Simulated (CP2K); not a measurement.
Runs of CP2K 2026.2 on Al2O3. It takes space group P-6m2 (No. 187, hexagonal). The conventional cell has a = 2.884 Å, b = 2.884 Å, c = 9.337 Å, α = 90.00°, β = 90.00°, γ = 120.00°. Around Al (site symmetry 3m) lie 3 O at 1.80 Å. Around O (site symmetry 3m) lie 3 Al at 1.80 Å. O (site symmetry -6m2) has 6 Al at 2.18 Å as nearest neighbours. Measurements of this composition are mostly on another form, of space group No. 167.

```csv
level,cutoff of the non-local correlation (Ry),cutoff radius of the dispersion sum (A),D3 from the s-dftd3 library (D3_REFERENCE_CODE),gap on the mesh (eV),pressure (GPa),largest force (eV/Å)
r2SCAN+rVV10,300,-,-,5.52,-5.3,(a)
r2SCAN+D4,-,20,-,5.56,-5.8,0.60
r2SCAN+D3(BJ)+ATM,-,20,yes,5.56,-5.7,0.59
r2SCAN,-,-,-,5.56,-5.0,0.58
r2SCAN+D3(BJ),-,20,yes,5.56,(b),0.59
```

Alike in all rows: task single point; potentials or basis POTENTIAL_UZH Al GTH-SCAN-q3, O GTH-SCAN-q6; DZVP-MOLOPT-SCAN-GTH basis; no spin polarisation; cell as given; k mesh 11 × 11 × 3; smearing fermi-dirac 0.05 eV.

Estimate the missing entries.

(a) 0.57; (b) -5.9.

Caveats: an odd mesh through Γ misses points on the zone boundary, where band edges often lie; the basis of atomic orbitals isn't converged, which shifts pressures, moduli and gaps.

Runs at the PBE level aren't shown here.
